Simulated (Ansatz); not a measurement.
## In: equation of state with r2SCAN

The system is In.

```
CELL_PARAMETERS angstrom
3.33548 0.00000 0.00000
-1.66774 2.88861 0.00000
0.00000 0.00000 5.50914
ATOMIC_POSITIONS crystal
In 0.66667 0.33333 0.75000
In 0.33333 0.66667 0.25000
```

This isn't the form of In at room conditions, which is tetragonal.

```json
{
  "Program": "Ansatz 0.2.0",
  "Task": "equation of state",
  "Functional": "r2SCAN",
  "Potentials or basis": "Ansatz PAW",
  "Cutoff": "500 eV",
  "Density cutoff": "2000 eV",
  "k mesh": "9 × 9 × 5",
  "Occupations": "fermi-dirac, width 0.05 eV",
  "Spin": "no spin polarisation"
}
```

The equilibrium volume is 26.37 Å³/atom. The bulk modulus at fixed shape and positions is 41 GPa and the pressure derivative of the bulk modulus is 5.8 (rough: it moves with the points fitted).

Energy against volume, from the lowest point:
| volume (Å³/atom) | energy (meV/atom) |
| --- | --- |
| 24.948 | 11.13 |
| 25.478 | 4.13 |
| 26.009 | 0.56 |
| 26.540 | 0.00 |
| 27.071 | 2.10 |
| 27.602 | 6.51 |
| 28.133 | 12.87 |

All runs of the series together: 24 s on 2 threads of Arm Neoverse V1 (shared host).

Caveat: the cell was scaled at fixed shape and fractional positions, which overstates the stiffness of a crystal with free parameters, most of all of layers and chains; the PAW data sets were made with another functional, which shifts forces and pressure a little.
